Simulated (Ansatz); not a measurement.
Input for Ansatz (plane-wave DFT, PAW):

```yaml
crystal:
  lattice:
    - [9.143252248, 0.1740527602, -0.1259555972]
    - [0.059545089, 2.9622184472, 0.0354307464]
    - [-0.0609222852, 0.0500926471, 4.3547178158]
  atoms:
    - { symbol: Te, position: [0.7518819156, 0.4856988844, 0.5144502899] }
    - { symbol: Te, position: [0.2418580562, 0.5033056261, 0.4818473704] }
    - { symbol: Te, position: [0.0015443863, 0.4972939548, 0.0075505293] }
    - { symbol: Te, position: [0.5047145567, 0.5137015347, -0.0038481895] }
basis:
  ecutwfc: 420
kpoints:
  mp_grid: { grid: [4, 12, 8] }
hamiltonian:
  xc: pbe
scf:
  occupations: { method: gaussian, width: 0.1 }
output:
  forces: true
  stress: true
  eigenvalues: true
  populations: true
```

It can be run as
```bash
ansatz run input.yaml --threads 1 --pin off --backend cpu --events-out ev --progress --plain --runs-dir out  # memory cap (--max-ram) not shown
```

These are results of DFT PBE, scalar-relativistic, plane waves, PAW in Ansatz, not measurements.

Part of what the program printed, abridged (final results; tables in files aren't shown):

```
SCF 1 converged in 6 iterations: F = -27919.250201 eV  dr2 = 5.59e-9
SCF converged after 6 iterations
Free energy (F): -27919.250201 eV
Harris-Foulkes:  -27919.250201 eV  (|F-HF|=1.46e-11)
Internal energy: -27919.238387 eV  (E = F + TS)
E sigma→0 (E₀):  -27919.244294 eV
Entropy (-TS):   -0.011814 eV (-2.954 meV/atom)
Fermi energy:    11.088066 eV
--- Per-component energies (eV) ---
  E_band       = -936.887024
  E_kinetic    = 726.211595
  E_local      = -4513.740781  (includes V_loc(G=0)·N_el)
  E_nonlocal   = -1241.635278
  E_hartree    = 3014.230768
  E_xc         = -499.582450
  E_vxc        = -419.644316  (∫ρ·V_xc dr)
  E_paw        = -18647.456413  (= ΣΔE_a)
  E_vpaw       = -1516.536134  (= ΣTr[D̂ρ^β])
  E_aug_tail   = -0.000707  (compensation charges beyond the density's cutoff)
  E_ewald      = -6757.265120
  E_smearing   = -0.011814  (= −TS)
--- Forces (eV/Å), atoms counted from 1 ---
  atom   1  Te     0.10232102     0.04165682    -0.01281111
  atom   2  Te     0.46881568     0.01986556     0.18068433
  atom   3  Te    -0.27473289    -0.01653705    -0.10728414
  atom   4  Te    -0.29640390    -0.04498521    -0.06058726
--- Stress (GPa, compression-positive) ---
        5.157389       0.192840       1.371022
        0.192840      12.602883       0.217635
        1.371022       0.217635       4.886773
  P = ⅓ Tr σ = 7.5490 GPa (75.490 kbar)
--- Band table (eV; the first three rows and the last of 196) ---
  k-point 0: bands = ["-26.5917", "-26.5425", "-26.5124", "-26.4991", "-26.4882", "-26.4846", "-26.4581", "-26.4540", "-26.4483", "-26.4376", "-26.4306", "-26.4263", "-26.4121", "-26.3879", "-26.3753", "-26.3732", "-26.3663", "-26.3401", "-26.3312", "-26.3153", "-3.4240", "-2.1364", "-1.8309", "0.2822", "5.6982", "6.3500", "7.9688", "8.1624", "8.3013", "8.4165", "11.4837", "12.2179", "12.7860", "13.5520", "14.6433", "14.9100", "16.3686", "16.5059", "17.0655"]
  k-point 1: bands = ["-26.5916", "-26.5431", "-26.5125", "-26.4996", "-26.4865", "-26.4829", "-26.4593", "-26.4541", "-26.4481", "-26.4375", "-26.4306", "-26.4253", "-26.4121", "-26.3878", "-26.3753", "-26.3732", "-26.3661", "-26.3402", "-26.3313", "-26.3172", "-3.3250", "-2.0856", "-1.7766", "0.0733", "5.8144", "6.4039", "6.6326", "6.8657", "9.7115", "9.9642", "10.9767", "11.6407", "13.2093", "13.6366", "14.6762", "14.9365", "16.2506", "17.1742", "17.6329"]
  k-point 2: bands = ["-26.5913", "-26.5444", "-26.5126", "-26.5007", "-26.4843", "-26.4766", "-26.4616", "-26.4545", "-26.4477", "-26.4375", "-26.4306", "-26.4235", "-26.4122", "-26.3878", "-26.3753", "-26.3732", "-26.3659", "-26.3404", "-26.3316", "-26.3218", "-3.0334", "-1.9556", "-1.6370", "-0.4672", "5.3675", "5.5705", "6.3438", "6.6919", "9.8898", "10.3390", "11.3244", "11.6635", "13.8935", "14.4965", "14.7596", "15.0014", "15.9080", "18.0983", "18.5786"]
  k-point 195: bands = ["-26.5471", "-26.5045", "-26.4987", "-26.4862", "-26.4767", "-26.4733", "-26.4508", "-26.4373", "-26.4303", "-26.4209", "-26.4179", "-26.4049", "-26.4030", "-26.3834", "-26.3790", "-26.3764", "-26.3504", "-26.3334", "-26.3242", "-26.3060", "0.6042", "0.8704", "1.0461", "1.1784", "5.3099", "5.4941", "5.6056", "5.6795", "7.4337", "7.5835", "7.7532", "7.8266", "13.1202", "13.2211", "13.2314", "13.5647", "13.6777", "13.6950", "13.7669"]
--- Löwdin populations: 4 sites ---
  site symbol q [e]
     0     Te     15.9399
     1     Te     15.9531
     2     Te     15.9249
     3     Te     15.9690
  spilling = 0.003329 (of n_electrons = 64.000000)
```

Self-consistency was reached.